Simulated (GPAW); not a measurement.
Runs of GPAW 26.7.0 on Al. Symmetry: Fm-3m, No. 225, cubic system. Conventional cell: a = 4.050 Å, b = 4.050 Å, c = 4.050 Å, α = 90.00°, β = 90.00°, γ = 90.00°. Around Al (site symmetry m-3m) lie 12 Al at 2.86 Å. 

```tsv
task	level	potentials or basis	k mesh	cutoff (eV)	older calculator (legacy_gpaw)	band path	band points	data set	hybrids on these orbitals	mesh quality	pressure (GPa)	V0 of scaled cells (Å³/atom)	B0 (GPa)
equation of state	LDA	PAW data sets generated in the run's folder for this functional, pw	11 × 11 × 11	600	-	-	-	-	-	not flagged	-	15.86	86
band structure	PBE	JTH PAW 2.0, PBE, pw	11 × 11 × 11	600	-	GXWKGLUWLK,UX	80	Al jth	-	not flagged	-0.7	-	-
equation of state	PBE+D4	GPAW PAW data sets (gpaw-data 1.2.1), pw	11 × 11 × 11	600	-	-	-	-	-	not flagged	-	(b)	(a)
one-shot levels on a semilocal density	LDA	the program's PAW data sets (release 1.2.1) made for this functional, pw	7 × 7 × 7	500	-	-	-	-	["HSE06", "PBE0", "HSE03"]	coarse	-3.9	-	-
band structure	TASK	GPAW PAW data sets (gpaw-data 1.2.1), pw	11 × 11 × 11	600	-	GXWKGLUWLK,UX	80	-	-	not flagged	0.7	-	-
band structure	SCAN	GPAW PAW data sets (gpaw-data 1.2.1), pw	11 × 11 × 11	600	-	GXWKGLUWLK,UX	80	-	-	not flagged	-1.9	-	-
equation of state	LDA	the program's PAW data sets (release 1.2.1) made for this functional, pw	11 × 11 × 11	600	-	-	-	-	-	not flagged	-	15.86	86
```

Alike in all rows: no spin polarisation; cell as given; smearing fermi-dirac 0.05 eV.

Question: Estimate the missing entries.

Answer: (a) 88; (b) 15.89.

Caveats: some runs use coarse meshes; the PAW data sets were made with another functional, which shifts forces and pressure a little (some runs); the program truncates these outside data sets (some runs); the cutoff is short for stress and forces, so pressures can be off by a GPa or more (some runs); one-shot exact exchange on a metal's smeared states is rough (some runs).
